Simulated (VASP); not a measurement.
# Gap, carriers and strain in BiSb (F-43m), part 2 of 3

The runs below take BiSb at its given cell and follow the band edges through several levels. The cell is generated by rule, not measured, and may not be a known phase.

VASP 6.6.1, plane waves and PAW; the level of theory is named at each step.

Still holding for the runs below: The k-mesh is coarse for a metal.

So far. Step 3 (Bands on a dense mesh): At 8.8 GPa the cell is away from the equilibrium volume of this level: left free, it would expand.

The structure was built from a prototype and need not be the compound's stable phase.

## Step 4: Bands with spin-orbit coupling

This step: PBE, spin-orbit coupling; plane waves and PAW (Sb, Bi_d); invented cell (VASP 6.6.1).

Spin-orbit coupling can split and shift the band edges, more so for heavy elements, so the bands are solved again with spinors.

INCAR reads:

```
SYSTEM = BiSb
PREC = Accurate
ENCUT = 400
EDIFF = 1E-06
NELM = 100
ISMEAR = 0
SIGMA = 0.02
LREAL = .FALSE.
ALGO = Normal
GGA = PE
LNONCOLLINEAR = .TRUE.
MAGMOM = 0 0 0 0 0 0
NBANDS = 32
GGA_COMPAT = .FALSE.
LASPH = .TRUE.
LSORBIT = .TRUE.
LORBIT = 11
LWAVE = .FALSE.
LCHARG = .FALSE.
KPAR = 4
ISIF = 2
```

POSCAR reads:

```
BiSb
1.0
    0.0000000000      3.3486300000      3.3486300000
    3.3486300000      0.0000000000      3.3486300000
    3.3486300000      3.3486300000      0.0000000000
Sb Bi
1 1
Direct
    0.0000000000      0.0000000000      0.0000000000
    0.2500000000      0.2500000000      0.2500000000
```

KPOINTS reads:

```
Automatic mesh
0
Gamma
8 8 8
0 0 0
```

KPOINTS_OPT reads:

```
Line mode
16
Line-mode
Reciprocal
  0.00000000   0.00000000   0.00000000 GAMMA
  0.50000000   0.00000000   0.50000000 X

  0.50000000   0.00000000   0.50000000 X
  0.50000000   0.25000000   0.75000000 W

  0.50000000   0.25000000   0.75000000 W
  0.37500000   0.37500000   0.75000000 K

  0.37500000   0.37500000   0.75000000 K
  0.00000000   0.00000000   0.00000000 GAMMA

  0.00000000   0.00000000   0.00000000 GAMMA
  0.50000000   0.50000000   0.50000000 L

  0.50000000   0.50000000   0.50000000 L
  0.62500000   0.25000000   0.62500000 U

  0.62500000   0.25000000   0.62500000 U
  0.50000000   0.25000000   0.75000000 W

  0.50000000   0.25000000   0.75000000 W
  0.50000000   0.50000000   0.50000000 L

  0.50000000   0.50000000   0.50000000 L
  0.37500000   0.37500000   0.75000000 K

  0.62500000   0.25000000   0.62500000 U
  0.50000000   0.00000000   0.50000000 X
```

Potentials, in the order of the species: Sb and Bi_d (PBE family, release 64).

The run is started by

```bash
$ mpirun -np 4 vasp_ncl
```

The program printed:

```text
[... set-up lines as in an earlier step ...]
 entering main loop
       N       E                     dE             d eps       ncg     rms          rms(c)
DAV:   1     0.175183994852E+03    0.17518E+03   -0.80041E+03  2760   0.997E+02
DAV:   2     0.876384106930E+01   -0.16642E+03   -0.16180E+03  2992   0.313E+02
DAV:   3    -0.748186417084E+01   -0.16246E+02   -0.16033E+02  3376   0.117E+02
DAV:   4    -0.806508466310E+01   -0.58322E+00   -0.58144E+00  3288   0.254E+01
DAV:   5    -0.808985372746E+01   -0.24769E-01   -0.24764E-01  3928   0.467E+00    0.276E+00
DAV:   6    -0.804557612543E+01    0.44278E-01   -0.42803E-02  3480   0.117E+00    0.166E+00
DAV:   7    -0.803130210718E+01    0.14274E-01   -0.21811E-02  3352   0.690E-01    0.108E+00
DAV:   8    -0.803019319868E+01    0.11089E-02   -0.33939E-03  4024   0.342E-01    0.239E-01
DAV:   9    -0.803033646544E+01   -0.14327E-03   -0.34189E-04  3232   0.101E-01    0.562E-02
DAV:  10    -0.803037218702E+01   -0.35722E-04   -0.94223E-05  3088   0.761E-02    0.134E-02
DAV:  11    -0.803038893629E+01   -0.16749E-04   -0.20222E-05  3192   0.303E-02    0.111E-02
DAV:  12    -0.803039006616E+01   -0.11299E-05   -0.26859E-06  2832   0.163E-02    0.544E-03
DAV:  13    -0.803039007093E+01   -0.47617E-08   -0.14549E-07  2064   0.422E-03
   1 F= -.80303901E+01 E0= -.80299854E+01  d E =-.809287E-03  mag=     0.0000     0.0000     0.0000
 Start KPOINTS_OPT (optional k-point list driver)
k-point batch [1-43\160]
       N       E                     dE             ncg
DAV:   1     0.210735222786E+03   -0.17676E+05     2752
DAV:   2    -0.680027214934E+04   -0.70110E+04     2944
DAV:   3    -0.748230128568E+04   -0.68203E+03     3456
DAV:   4    -0.750738691868E+04   -0.25086E+02     3464
DAV:   5    -0.750828989478E+04   -0.90298E+00     3896
DAV:   6    -0.750831652568E+04   -0.26631E-01     3904
DAV:   7    -0.750831701600E+04   -0.49032E-03     3960
DAV:   8    -0.750831702814E+04   -0.12137E-04     3592
DAV:   9    -0.750831702844E+04   -0.30370E-06     2296
[...]
k-point batch [130-160\160]
       N       E                     dE             ncg
DAV:   1     0.531844612981E+04   -0.15525E+05     1984
DAV:   2     0.309959989002E+03   -0.50085E+04     2088
DAV:   3    -0.167778369670E+03   -0.47774E+03     2528
DAV:   4    -0.184533368762E+03   -0.16755E+02     2624
DAV:   5    -0.185079493631E+03   -0.54612E+00     2720
DAV:   6    -0.185098444033E+03   -0.18950E-01     2896
DAV:   7    -0.185098884189E+03   -0.44016E-03     2736
DAV:   8    -0.185098894171E+03   -0.99823E-05     2696
DAV:   9    -0.185098894385E+03   -0.21317E-06     1568
```

The job ended after 2.2 min (4 MPI ranks of AMD EPYC 7R43, shared host; peak memory 1.4 GiB; 8.7 min of CPU time).

From OUTCAR (step 4):

```text
The static configuration has the point symmetry T_d .

 Found     43 irreducible k-points:

   k-points           NKPTS =     43   k-points in BZ     NKDIM =     43   number of bands    NBANDS=     32

   NELECT =      20.0000    total number of electrons

 E-fermi :   5.4686

 k-point     1 :       0.0000    0.0000    0.0000
  band No.  band energies     occupation
    ...
     18       4.2041      1.00000
     19       4.2041      1.00000
     20       4.2041      1.00000
     21       5.4360      0.98940
     22       5.4360      0.98940
     23       6.5553      0.00000
     24       6.5553      0.00000
     25       6.5553      0.00000
     26       6.5553      0.00000
     27       9.1110      0.00000
    ...

 k-point     2 :       0.1250    0.0000    0.0000
  band No.  band energies     occupation
    ...
     16       2.6951      1.00000
     17       3.8861      1.00000
     18       3.8861      1.00000
     19       3.9815      1.00000
     20       3.9899      1.00000
     21       5.9284      0.00000
     22       5.9284      0.00000
     23       6.7711      0.00000
     24       6.7711      0.00000
     25       6.8460      0.00000
    ...

  Total        4.3905297      4.3905297      4.3905297     -0.0000000      0.0000000     -0.0000000
  in kB       93.6690282     93.6690282     93.6690282     -0.0000000      0.0000000     -0.0000000
  external PRESSURE =      93.6690282 kB  Pullay stress =       0.0000000 kB

 POSITION                                       TOTAL-FORCE (eV/Angst)
 -----------------------------------------------------------------------------------
      0.00000      0.00000      0.00000         0.000000      0.000000      0.000000
      1.67431      1.67431      1.67431        -0.000000     -0.000000     -0.000000
 -----------------------------------------------------------------------------------
    total drift:                               -0.000000     -0.000000     -0.000000

  FREE ENERGIE OF THE ION-ELECTRON SYSTEM (eV)
  ---------------------------------------------------
  free  energy   TOTEN  =        -8.0303900709 eV

  energy  without entropy=       -8.0295807842  energy(sigma->0) =       -8.02998543

 Spin-Orbit-Coupling matrix elements
 Ion:    1  E_soc:     -0.1779018
 Ion:    2  E_soc:     -1.6225992

 total charge
# of ion       s       p       d       tot
------------------------------------------
    1        1.229   1.220   0.030   2.479
    2        1.557   1.407   9.930  12.895
--------------------------------------------------
tot          2.786   2.627   9.960  15.373

 magnetization (x)
# of ion       s       p       d       tot
------------------------------------------
    1        0.000   0.000  -0.000   0.000
    2       -0.000   0.000  -0.000  -0.000
--------------------------------------------------
tot         -0.000   0.000  -0.000   0.000

 magnetization (y)
# of ion       s       p       d       tot
------------------------------------------
    1        0.000  -0.000  -0.000  -0.000
    2       -0.000   0.000   0.000  -0.000
--------------------------------------------------
tot         -0.000  -0.000  -0.000  -0.000

 magnetization (z)
# of ion       s       p       d       tot
------------------------------------------
    1       -0.000   0.000  -0.000   0.000
    2        0.000  -0.000   0.000  -0.000
--------------------------------------------------
tot          0.000  -0.000  -0.000  -0.000

[... 6 parts as in an earlier step ...]

[... 6 further parts left out ...]
```

LASPH is on here and off in the session's scalar semilocal runs, so a comparison with those holds both changes.

Numbers from this step:

```yaml
scf_cycles: 13
bands: 32
irreducible_k_points: 43
free_energy_toten: -8.030 eV
energy_at_zero_smearing: -8.030 eV
fermi_energy: 5.469 eV
pressure: 9.367 GPa
```

The spin moment in the PAW sphere vanishes on all atoms.

On-site spin-orbit energy by atom:

| atom | on-site spin-orbit energy (eV) |
| --- | --- |
| Sb1 | -0.18 |
| Bi2 | -1.62 |

The electronic bands at the labelled points (eV, zero at the Fermi level; # counts the bands kept, so #1 is VASP's band 13):

```
          point     #5     #6     #7     #8     #9    #10   #11   #12
              Γ  -1.26  -1.26  -1.26  -1.26  -0.03  -0.03  1.09  1.09
0.53 of the way  -2.93  -2.93  -0.50  -0.50  -0.12  -0.12  2.86  2.86
              X  -3.61  -3.61  -0.71  -0.71  -0.39  -0.39  4.69  4.69
0.53 of the way  -3.92  -3.75  -0.19   0.04   0.10   0.64  3.61  3.88
              W  -4.09  -3.88   0.56   0.64   0.98   1.95  2.63  2.81
0.47 of the way  -3.88  -3.66  -0.02   0.11   1.13   1.65  3.03  3.18
              K  -3.57  -3.41  -0.56  -0.54   1.21   1.56  3.39  3.66
0.53 of the way  -2.46  -2.18  -1.21  -1.05   1.07   1.35  1.68  1.77
              Γ  -1.26  -1.26  -1.26  -1.26  -0.03  -0.03  1.09  1.09
0.53 of the way  -2.08  -2.08  -1.93  -1.92   1.14   1.14  1.92  1.94
              L  -2.45  -2.45  -2.27  -2.27   1.52   1.52  2.18  2.18
0.53 of the way  -3.17  -3.00  -0.90  -0.75   1.60   1.75  2.74  2.75
              U  -3.57  -3.41  -0.56  -0.54   1.21   1.56  3.39  3.66
0.47 of the way  -3.83  -3.61  -0.14  -0.01   1.15   1.62  3.10  3.27
              W  -4.09  -3.88   0.56   0.64   0.98   1.95  2.63  2.81
0.47 of the way  -3.42  -3.15  -0.57  -0.36   1.38   1.78  2.71  3.09
              L  -2.45  -2.45  -2.27  -2.27   1.52   1.52  2.18  2.18
0.47 of the way  -3.11  -2.92  -1.05  -0.89   1.58   1.68  2.59  2.60
              K  -3.57  -3.41  -0.56  -0.54   1.21   1.56  3.39  3.66
      jump to U  -3.57  -3.41  -0.56  -0.54   1.21   1.56  3.39  3.66
0.47 of the way  -3.74  -3.57  -0.63  -0.55   0.04   0.35  4.08  4.36
              X  -3.61  -3.61  -0.71  -0.71  -0.39  -0.39  4.69  4.69
```

Of the projections kept (Sb, Bi), the largest for each band there; the rest of the weight can lie on other orbitals:

```csv
point,#5,#6,#7,#8,#9,#10,#11,#12
Γ,Sb 0.53,Sb 0.53,Sb 0.53,Sb 0.53,Sb 0.60,Sb 0.60,Bi 0.65,Bi 0.65
X,Sb 0.51,Sb 0.51,Sb 0.69,Sb 0.69,Bi 0.68,Bi 0.68,Bi 0.52,Bi 0.52
W,Sb 0.53,Bi 0.55,Sb 0.76,Bi 0.74,Sb 0.76,Bi 0.76,Sb 0.60,Sb 0.74
K,Bi 0.56,Bi 0.52,Bi 0.53,Sb 0.59,Bi 0.52,Sb 0.52,Sb 0.53,Bi 0.59
Γ,Sb 0.53,Sb 0.53,Sb 0.53,Sb 0.53,Sb 0.60,Sb 0.60,Bi 0.65,Bi 0.65
L,Sb 0.54,Sb 0.54,Bi 0.51,Bi 0.51,Sb 0.50,Sb 0.50,Bi 0.60,Bi 0.60
```

## Step 5: Orbitals for bands with HSE06

This step: PBE; plane waves and PAW (Sb, Bi_d); invented cell (VASP 6.6.1).

The hybrid starts from PBE orbitals, which saves many expensive cycles.

INCAR reads:

```
SYSTEM = BiSb
PREC = Accurate
ENCUT = 400
EDIFF = 1E-05
NELM = 100
ISMEAR = 0
SIGMA = 0.02
LREAL = .FALSE.
ALGO = Normal
GGA = PE
NBANDS = 16
LORBIT = 11
LWAVE = .TRUE.
LCHARG = .FALSE.
KPAR = 4
```

POSCAR is that of step 4.

KPOINTS reads:

```
Automatic mesh
0
Gamma
4 4 4
0 0 0
```

The run is started by

```bash
$ mpirun -np 4 vasp_std
```

The program printed:

```text
[... set-up lines as in an earlier step ...]
 entering main loop
       N       E                     dE             d eps       ncg     rms          rms(c)
DAV:   1     0.137387664271E+03    0.13739E+03   -0.84528E+03   256   0.972E+02
DAV:   2     0.132109429855E+01   -0.13607E+03   -0.13464E+03   288   0.286E+02
DAV:   3    -0.720586620688E+01   -0.85270E+01   -0.85168E+01   304   0.833E+01
DAV:   4    -0.742634031168E+01   -0.22047E+00   -0.22045E+00   360   0.155E+01
DAV:   5    -0.742971112394E+01   -0.33708E-02   -0.33708E-02   336   0.144E+00    0.241E+00
DAV:   6    -0.738955253901E+01    0.40159E-01   -0.68717E-02   312   0.173E+00    0.142E+00
DAV:   7    -0.738118035148E+01    0.83722E-02   -0.36072E-02   328   0.100E+00    0.496E-01
DAV:   8    -0.738089394232E+01    0.28641E-03   -0.40260E-03   368   0.449E-01    0.742E-02
DAV:   9    -0.738088316935E+01    0.10773E-04   -0.28706E-04   344   0.127E-01    0.251E-02
DAV:  10    -0.738088298886E+01    0.18050E-06   -0.40218E-05   336   0.350E-02
   1 F= -.73808830E+01 E0= -.73803541E+01  d E =-.105786E-02
 writing wavefunctions
```

Run time: 4 s. Hardware: 4 MPI ranks; peak memory 0.54 GiB.

Parts of OUTCAR (step 5):

```text
   k-points           NKPTS =      8   k-points in BZ     NKDIM =      8   number of bands    NBANDS=     16

   NELECT =      20.0000    total number of electrons

 E-fermi :   5.2860

 k-point     1 :       0.0000    0.0000    0.0000
  band No.  band energies     occupation
    ...
      6      -7.6860      2.00000
      7      -0.2280      2.00000
      8       3.7132      2.00000
      9       3.7132      2.00000
     10       3.7132      2.00000
     11       6.1331      0.00000
     12       6.1331      0.00000
     13       6.1331      0.00000
     14       9.0604      0.00000
     15      12.3653      0.00000
    ...

  Total        3.6008866      3.6008866      3.6008866     -0.0000000      0.0000000     -0.0000000
  in kB       76.8225177     76.8225177     76.8225177     -0.0000000      0.0000000     -0.0000000
  external PRESSURE =      76.8225177 kB  Pullay stress =       0.0000000 kB

  FREE ENERGIE OF THE ION-ELECTRON SYSTEM (eV)
  ---------------------------------------------------
  free  energy   TOTEN  =        -7.3808829889 eV

  energy  without entropy=       -7.3798251334  energy(sigma->0) =       -7.38035406

[... 7 parts as in an earlier step ...]

[... 10 further parts left out ...]
```

This step gave:

```yaml
scf_cycles: 10
bands: 16
irreducible_k_points: 8
free_energy_toten: -7.381 eV
energy_at_zero_smearing: -7.380 eV
fermi_energy: 5.286 eV
pressure: 7.682 GPa
```

The run ends at a pressure of 7.68 GPa.

(Part 2 of 3 ends here.)

[Lines on the potential files, build, host, timing and source positions are cut from VASP's logs without a mark.]

[Logs are printed without paths, hosts, clocks, repeated set-up lines and the standing remarks that a program may print on its own settings, such as how far it seeks lower states.]

[Hosts, paths, dates, database ids (printed as entryN), source tags and the programs' standing remarks are cut or masked in the printed files.]

[In band tables of VASP the shares of atoms and orbitals are scaled to a sum of 1 inside the atoms' spheres.]

[Gaps and slopes under strain along one axis are those of the sampled path and mesh points; where strain splits equal valleys, another of them can be the edge.]
